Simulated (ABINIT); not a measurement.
# FeO (Wuestite) (Fm-3m) in ABINIT: notebook

The runs below take FeO (Wuestite) through relaxation of cell and atoms, with PBE.

Program: ABINIT 10.8.3 (patched build). These are calculated values, not measurements. Logs are shortened: lines on timing, memory, paths and dates and some standing lists are left out, and cuts for length are marked. The log counts tension as positive stress, the text compression.

## Step 1: The crystal as given

The structure is cubic, space group Fm-3m (No. 225). The conventional cell has a = 4.311 Å, b = 4.311 Å, c = 4.311 Å, α = 90.00°, β = 90.00°, γ = 90.00°. Fe (site symmetry m-3m) is surrounded by 6 O at 2.16 Å. O (site symmetry m-3m) is surrounded by 6 Fe at 2.16 Å.

## Step 2: Relaxation of cell and atoms, PBE, collinear spin, ferromagnetic start

run.abi reads:

```
# Pseudopotentials
pp_dirpath "./"
pseudos "Fe.GGA_PBE-JTH.xml, O.GGA_PBE-JTH.xml"

# Structure
acell 3*1.0 Angstrom
rprim
     0.0000000000     2.1554000000     2.1554000000
     2.1554000000     0.0000000000     2.1554000000
     2.1554000000     2.1554000000     0.0000000000
ntypat 2
znucl 26 8
natom 2
typat 1 2
xred
     0.0000000000     0.0000000000     0.0000000000
     0.5000000000     0.5000000000     0.5000000000
chkprim 0
chksymtnons 0
tolsym 1.0e-6

# Plane-wave basis
ecut 26.0
pawecutdg 48.0
pawxcdev 0

# k points
kptopt 1
ngkpt 7 7 7
nshiftk 1
shiftk 0.0 0.0 0.0

# Exchange and correlation
ixc 11

# Bands and occupations
nband 16
occopt 3
tsmear 0.05 eV

# Spin
nsppol 2
spinat
     0.0000000000     0.0000000000     3.0000000000
     0.0000000000     0.0000000000     0.0000000000

# SCF cycle
nstep 100
tolvrs 1.0e-9

# Output
iomode 3
prtwf 0
prtden 0
prteig 0
prtebands 0
enunit 2

# Relaxation
ionmov 2
ntime 60
tolmxf 0.0001
optcell 2
dilatmx 1.08
ecutsm 0.5
```

Potentials or basis: JTH PAW PBE v2.0.

On the command line:

```
$ abinit run.abi > log 2>&1
```

run.abo:

```text
.Version 10.8.3 of ABINIT
 Symmetries : space group Fm -3 m (#225); Bravais cF (face-center cubic)
================================================================================
 Values of the parameters that define the memory need of the present run
     intxc =       0    ionmov =       2      iscf =      17    lmnmax =      18
     lnmax =       6     mgfft =      30  mpssoang =       3    mqgrid =    3001
     natom =       2  nloc_mem =       2    nspden =       2   nspinor =       1
    nsppol =       2      nsym =      48    n1xccc =       1    ntypat =       2
    occopt =       3   xclevel =       2
       mpw =        1087          nfft =       27000          nkpt =          20
 PAW method is used; the additional fine FFT grid is defined by:
   mgfftf=        40    nfftf =     64000
================================================================================
================================================================================

--------------------------------------------------------------------------------
------------- Echo of variables that govern the present computation ------------
--------------------------------------------------------------------------------
 -outvars: echo values of preprocessed input variables --------
            acell      1.8897261259E+00  1.8897261259E+00  1.8897261259E+00 Bohr
              amu      5.58470000E+01  1.59994000E+01
          chkprim           0
      chksymtnons           0
          dilatmx      1.08000000E+00
             ecut      2.60000000E+01 Hartree
           ecutsm      5.00000000E-01 Hartree
           enunit           2
           ionmov           2
              ixc          11
         kptrlatt        7    0    0      0    7    0      0    0    7
          kptrlen      4.03217882E+01
            natom           2
            nband          16
            ngfft          30      30      30
          ngfftdg          40      40      40
             nkpt          20
           nspden           2
           nsppol           2
            nstep         100
             nsym          48
            ntime          60
           ntypat           2
           occopt           3
          optcell           2
        pawecutdg      4.80000000E+01 Hartree
         pawxcdev           0
           prtden           0
        prtebands           0
           prteig           0
            prtwf           0
            rprim      0.0000000000E+00  2.1554000000E+00  2.1554000000E+00
                       2.1554000000E+00  0.0000000000E+00  2.1554000000E+00
                       2.1554000000E+00  2.1554000000E+00  0.0000000000E+00
          spgroup         225
           spinat      0.0000000000E+00  0.0000000000E+00  3.0000000000E+00
                       0.0000000000E+00  0.0000000000E+00  0.0000000000E+00
           tolmxf      1.00000000E-04
           tolsym      1.00000000E-06
           tolvrs      1.00000000E-09
           tsmear      1.83746611E-03 Hartree
            typat      1  2
           useylm           1
           xangst      0.0000000000E+00  0.0000000000E+00  0.0000000000E+00
                       2.1554000000E+00  2.1554000000E+00  2.1554000000E+00
            xcart      0.0000000000E+00  0.0000000000E+00  0.0000000000E+00
                       4.0731156918E+00  4.0731156918E+00  4.0731156918E+00
             xred      0.0000000000E+00  0.0000000000E+00  0.0000000000E+00
                       5.0000000000E-01  5.0000000000E-01  5.0000000000E-01
            znucl       26.00000    8.00000

================================================================================

 chkinp: Checking input parameters for consistency.

================================================================================
== DATASET  1 ==================================================================

--- !DatasetInfo
iteration_state: {dtset: 1, }
dimensions: {natom: 2, nkpt: 20, mband: 16, nsppol: 2, nspinor: 1, nspden: 2, mpw: 1087, }
cutoff_energies: {ecut:  26.0, pawecutdg:  48.0, }
electrons: {nelect:   2.20000000E+01, charge:   0.00000000E+00, occopt:   3.00000000E+00, tsmear:   1.83746611E-03, }
meta: {optdriver: 0, ionmov: 2, optcell: 2, iscf: 17, paral_kgb: 0, }
...

 Exchange-correlation functional for the present dataset will be:
  GGA: Perdew-Burke-Ernzerhof functional - ixc=11
  J.P.Perdew, K.Burke, M.Ernzerhof, PRL 77, 3865 (1996)

 Real(R)+Recip(G) space primitive vectors, cartesian coordinates (Bohr,Bohr^-1):
 R(1)=  0.0000000  4.0731157  4.0731157  G(1)= -0.1227561  0.1227561  0.1227561
 R(2)=  4.0731157  0.0000000  4.0731157  G(2)=  0.1227561 -0.1227561  0.1227561
 R(3)=  4.0731157  4.0731157  0.0000000  G(3)=  0.1227561  0.1227561 -0.1227561
 Unit cell volume ucvol=  1.3514819E+02 bohr^3
 Angles (23,13,12)=  6.00000000E+01  6.00000000E+01  6.00000000E+01 degrees

 Coarse grid specifications (used for wave-functions):

 getcut: wavevector=  0.0000  0.0000  0.0000  ngfft=  30  30  30
         ecut(hartree)=     30.326   => boxcut(ratio)=   2.10323

 Fine grid specifications (used for densities):

 getcut: wavevector=  0.0000  0.0000  0.0000  ngfft=  40  40  40
         ecut(hartree)=     55.987   => boxcut(ratio)=   2.06162

[... 229 lines left out ...]
 Angles (23,13,12)= [degrees]
  6.00000000000000E+01  6.00000000000000E+01  6.00000000000000E+01
 Lengths [Bohr]
  5.75807249808910E+00  5.75807249808910E+00  5.75807249808910E+00
 Stress tensor in cartesian coordinates (strten) [Ha/bohr^3]
  5.88785476887677E-06  0.00000000000000E+00  0.00000000000000E+00
  0.00000000000000E+00  5.88785476889758E-06  0.00000000000000E+00
  0.00000000000000E+00  0.00000000000000E+00  5.88785476889758E-06
 Total energy (etotal) [Ha]= -1.40575496697622E+02

 Difference of energy with previous step (new-old):
           Absolute (Ha)=-1.41902E-06
           Relative     =-1.00943E-08

--- Iteration: ( 3/60) Internal Cycle: (1/1)
--------------------------------------------------------------------------------

---SELF-CONSISTENT-FIELD CONVERGENCE--------------------------------------------
[... 83 lines left out ...]
 Real space primitive translations (rprimd) [bohr]
  0.00000000000000E+00  4.07022743457659E+00  4.07022743457659E+00
  4.07022743457659E+00  0.00000000000000E+00  4.07022743457659E+00
  4.07022743457659E+00  4.07022743457659E+00  0.00000000000000E+00
 Unitary Cell Volume (ucvol) [Bohr^3]=  1.34860891849291E+02
 Angles (23,13,12)= [degrees]
  6.00000000000000E+01  6.00000000000000E+01  6.00000000000000E+01
 Lengths [Bohr]
  5.75617083992127E+00  5.75617083992127E+00  5.75617083992127E+00
 Stress tensor in cartesian coordinates (strten) [Ha/bohr^3]
 -6.29338975099980E-08  0.00000000000000E+00  0.00000000000000E+00
  0.00000000000000E+00 -6.29338975099980E-08  0.00000000000000E+00
  0.00000000000000E+00  0.00000000000000E+00 -6.29338975308147E-08
 Total energy (etotal) [Ha]= -1.40575497084678E+02

 Difference of energy with previous step (new-old):
           Absolute (Ha)=-3.87056E-07
           Relative     =-2.75337E-09

 At Broyd/MD step   3, gradients are converged :
  max grad (force/stress) = 6.2934E-06 < tolmxf= 1.0000E-04 ha/bohr (free atoms)

================================================================================

 ----iterations are completed or convergence reached----

 Mean square residual over all n,k,spin=   12.948E-12; max=  82.099E-10
 reduced coordinates (array xred) for    2 atoms
       0.000000000000      0.000000000000      0.000000000000
       0.500000000000      0.500000000000      0.500000000000
 rms dE/dt=  0.0000E+00; max dE/dt=  0.0000E+00; dE/dt below (all hartree)
    1       0.000000000000      0.000000000000      0.000000000000
    2       0.000000000000      0.000000000000      0.000000000000

 cartesian coordinates (angstrom) at end:
    1      0.00000000000000     0.00000000000000     0.00000000000000
    2      2.15387160010890     2.15387160010890     2.15387160010890

 cartesian forces (hartree/bohr) at end:
    1     -0.00000000000000    -0.00000000000000    -0.00000000000000
    2     -0.00000000000000    -0.00000000000000    -0.00000000000000
 frms,max,avg= 0.0000000E+00 0.0000000E+00   0.000E+00  0.000E+00  0.000E+00 h/b

 cartesian forces (eV/Angstrom) at end:
    1     -0.00000000000000    -0.00000000000000    -0.00000000000000
    2     -0.00000000000000    -0.00000000000000    -0.00000000000000
 frms,max,avg= 0.0000000E+00 0.0000000E+00   0.000E+00  0.000E+00  0.000E+00 e/A
 length scales=  5.756170839921  5.756170839921  5.756170839921 bohr
              =  3.046034428484  3.046034428484  3.046034428484 angstroms
 Fermi (or HOMO) energy (hartree) =   0.30875   Average Vxc (hartree)=  -0.43920
 Magnetization (Bohr magneton)=  4.00205718E+00
 Total spin up =  1.30010286E+01   Total spin down =  8.99897141E+00
 Eigenvalues (hartree) for nkpt=  20  k points, SPIN UP:
 kpt#   1, nband= 16, wtk=  0.00292, kpt=  0.0000  0.0000  0.0000 (reduced coord)
  -2.99540   -1.74687   -1.74687   -1.74687   -0.45546    0.16672    0.16672    0.16672
   0.16673    0.16673    0.16673    0.17398    0.17398    0.30981    0.87151    0.93227
      occupation numbers for kpt#   1
   1.00000    1.00000    1.00000    1.00000    1.00000    1.00000    1.00000    1.00000
   1.00000    1.00000    1.00000    1.00000    1.00000    0.35876    0.00000    0.00000
 prteigrs : prtvol=0 or 1, do not print more k-points.

 Eigenvalues (hartree) for nkpt=  20  k points, SPIN DOWN:
 kpt#   1, nband= 16, wtk=  0.00292, kpt=  0.0000  0.0000  0.0000 (reduced coord)
  -2.84212   -1.59714   -1.59714   -1.59714   -0.43626    0.18679    0.18679    0.18679
   0.28222    0.28222    0.28222    0.31719    0.31719    0.33913    0.86955    0.96649
      occupation numbers for kpt#   1
   1.00000    1.00000    1.00000    1.00000    1.00000    1.00000    1.00000    1.00000
   1.00000    1.00000    1.00000    0.00998    0.00998    0.00000    0.00000    0.00000
 prteigrs : prtvol=0 or 1, do not print more k-points.

 Fermi (or HOMO) energy (eV) =   8.40139   Average Vxc (eV)= -11.95114
 Eigenvalues (   eV  ) for nkpt=  20  k points, SPIN UP:
 kpt#   1, nband= 16, wtk=  0.00292, kpt=  0.0000  0.0000  0.0000 (reduced coord)
 -81.50891  -47.53464  -47.53464  -47.53464  -12.39376    4.53657    4.53657    4.53657
   4.53699    4.53699    4.53699    4.73419    4.73419    8.43043   23.71499   25.36846
 prteigrs : prtvol=0 or 1, do not print more k-points.

 Eigenvalues (   eV  ) for nkpt=  20  k points, SPIN DOWN:
 kpt#   1, nband= 16, wtk=  0.00292, kpt=  0.0000  0.0000  0.0000 (reduced coord)
 -77.33804  -43.46049  -43.46049  -43.46049  -11.87122    5.08271    5.08271    5.08271
   7.67950    7.67950    7.67950    8.63124    8.63124    9.22822   23.66162   26.29956
 prteigrs : prtvol=0 or 1, do not print more k-points.

--- !EnergyTerms
iteration_state     : {dtset: 1, itime: 3, icycle: 1, }
comment             : Components of total free energy in Hartree
kinetic             :  1.96453850882938E+01
hartree             :  3.02476685189146E+01
xc                  : -6.28883136051511E+00
Ewald energy        : -9.50812002777539E+01
psp_core            :  5.81919684928825E+00
local_psp           : -8.48535860000262E+01
PAW spherical_terms : -1.00637905332113E+01
internal            : -1.40575157715010E+02
'-kT*entropy'       : -3.39190596041340E-04
total_energy        : -1.40575496905606E+02
total_energy_eV     : -3.82525414301915E+03
...

--- !EnergyTermsDC
iteration_state     : {dtset: 1, itime: 3, icycle: 1, }
comment             : '"Double-counting" decomposition of free energy'
band_energy         : -1.48314330971680E+01
Ewald energy        : -9.50812002777539E+01
psp_core            :  5.81919684928825E+00
xc_dc               : -2.83578893213872E+01
PAW spherical_terms : -8.12383204706082E+00
internal            : -1.40575157894082E+02
'-kT*entropy'       : -3.39190596041340E-04
total_energy_dc     : -1.40575497084678E+02
total_energy_dc_eV  : -3.82525414789194E+03
...

--- !EnergyTermsWithPAWCore
iteration_state     : {dtset: 1, itime: 3, icycle: 1, }
comment             : 'Components of total free energy, including PAW core contributions'
Total energy        : -1.34803065868764E+03
Total energy DC     : -1.34803065886671E+03
Total energy (eV)   : -3.66817829249735E+04
Total energy DC (eV): -3.66817829298463E+04
...

 Cartesian components of stress tensor (hartree/bohr^3)
  sigma(1 1)= -6.29338975E-08  sigma(3 2)=  0.00000000E+00
  sigma(2 2)= -6.29338975E-08  sigma(3 1)=  0.00000000E+00
  sigma(3 3)= -6.29338975E-08  sigma(2 1)=  0.00000000E+00

-Cartesian components of stress tensor (GPa)         [Pressure=  1.8516E-03 GPa]
- sigma(1 1)= -1.85157919E-03  sigma(3 2)=  0.00000000E+00
- sigma(2 2)= -1.85157919E-03  sigma(3 1)=  0.00000000E+00
- sigma(3 3)= -1.85157919E-03  sigma(2 1)=  0.00000000E+00

== END DATASET(S) ==============================================================
================================================================================

 -outvars: echo values of variables after computation  --------
            acell      5.7561708399E+00  5.7561708399E+00  5.7561708399E+00 Bohr
           etotal     -1.4057549708E+02
            fcart     -0.0000000000E+00 -0.0000000000E+00 -0.0000000000E+00
                      -0.0000000000E+00 -0.0000000000E+00 -0.0000000000E+00
            rprim      0.0000000000E+00  7.0710678119E-01  7.0710678119E-01
                       7.0710678119E-01  0.0000000000E+00  7.0710678119E-01
                       7.0710678119E-01  7.0710678119E-01  0.0000000000E+00
           strten     -6.2933897510E-08 -6.2933897510E-08 -6.2933897531E-08
                       0.0000000000E+00  0.0000000000E+00  0.0000000000E+00
           xangst      0.0000000000E+00  0.0000000000E+00  0.0000000000E+00
                       2.1538716001E+00  2.1538716001E+00  2.1538716001E+00
             xred      0.0000000000E+00  0.0000000000E+00  0.0000000000E+00
                       5.0000000000E-01  5.0000000000E-01  5.0000000000E-01
 Calculation completed.
```

It took 97 s on 1 thread of Arm Neoverse V1, shared host; peak memory 0.14 GiB.

What came out:

* Free energy: -3825.2541 eV
* Relaxed volume: 9.99 Å³/atom
* Relaxed cell: a = 3.046 Å, b = 3.046 Å, c = 3.046 Å, α = 60.00°, β = 60.00°, γ = 60.00°
* Space group after relaxing (to 0.05 Å): Fm-3m (No. 225)
* Energy gained by relaxing: 0.0 meV/atom
* Ionic steps: 3
* Pressure after relaxing: 0.0 GPa
* Band gap on the k mesh: none (metal or under the smearing width)
* Net moment: 4.00 μB per cell
* Site moments: Fe +3.59; O +0.28 μB
* Valence electrons inside the program's atomic spheres: Fe 14.14; O 4.49

Final structure:
```
CELL_PARAMETERS angstrom
0.00000 2.15387 2.15387
2.15387 0.00000 2.15387
2.15387 2.15387 0.00000
ATOMIC_POSITIONS crystal
Fe 0.00000 0.00000 0.00000
O 0.50000 0.50000 0.50000
```

Caveat: the k mesh is coarse (spacing up to 0.36 Å⁻¹), so the values aren't converged; a cell with one magnetic atom can't hold antiferromagnetic order, which such compounds often take; semilocal functionals often make such compounds metallic where correlation or magnetic order opens a gap, which also shifts bond lengths.

## Step 3: Relaxation of cell and atoms, PBE, collinear spin, ferromagnetic start, target pressure 5 GPa, at which the enthalpy is minimised

Changes to run.abi since step 2:

```diff
@@ -65 +65,2 @@
 ecutsm 0.5
+strtarget 3*-1.699465e-04 3*0.0
```

Potentials or basis: JTH PAW PBE v2.0.

On the command line:

```
$ abinit run.abi > log 2>&1
```

Wall time 2.1 min (1 thread of Arm Neoverse V1, shared host); peak memory 0.14 GiB.

The run converged. Its results:

- Free energy: -3825.2465 eV
- Relaxed volume: 9.74 Å³/atom
- Relaxed cell: a = 3.020 Å, b = 3.020 Å, c = 3.020 Å, α = 60.00°, β = 60.00°, γ = 60.00°
- Space group after relaxing (to 0.05 Å): Fm-3m (No. 225)
- Energy change on relaxing (the enthalpy is what falls): +3.8 meV/atom
- Ionic steps: 4
- Pressure after relaxing: 5.0 GPa
- Band gap on the k mesh: none (metal or under the smearing width)
- Net moment: 4.00 μB per cell
- Site moments: Fe +3.59; O +0.29 μB
- Valence electrons inside the program's atomic spheres: Fe 14.16; O 4.55

The path:
```tsv
step	energy change (eV)	largest force (eV/Å)	pressure (GPa)	volume (Å³)
1	0.0000	0.0000	-0.37	20.03
2	0.0023	0.0000	2.73	19.70
3	0.0079	0.0000	5.11	19.47
4	0.0076	0.0000	5.00	19.48
```

Final structure:
```cif
data_structure
_symmetry_space_group_name_H-M 'P 1'
_symmetry_Int_Tables_number 1
_cell_length_a 3.0202
_cell_length_b 3.0202
_cell_length_c 3.0202
_cell_angle_alpha 60.000
_cell_angle_beta 60.000
_cell_angle_gamma 60.000
_cell_volume 19.48
loop_
_atom_site_label
_atom_site_type_symbol
_atom_site_fract_x
_atom_site_fract_y
_atom_site_fract_z
_atom_site_occupancy
Fe1 Fe 0.00000 0.00000 0.00000 1
O1 O 0.50000 0.50000 0.50000 1
```

Levels at points of the mesh, in eV from the Fermi level:
Spin up:
```
           k point  band 9  band 10  band 11  band 12  band 13  band 14  band 15  band 16
(0.00, 0.00, 0.00)   -3.89    -3.89    -3.89    -3.67    -3.67     0.18    15.40    17.19
```
Spin down:
```
           k point  band 6  band 7  band 8  band 9  band 10  band 11  band 12  band 13
(0.00, 0.00, 0.00)   -3.40   -3.40   -3.40   -0.76    -0.76    -0.76     0.22     0.22
```

Caveat: the k mesh is coarse (spacing up to 0.36 Å⁻¹), so the values aren't converged; a cell with one magnetic atom can't hold antiferromagnetic order, which such compounds often take; semilocal functionals often make such compounds metallic where correlation or magnetic order opens a gap, which also shifts bond lengths.
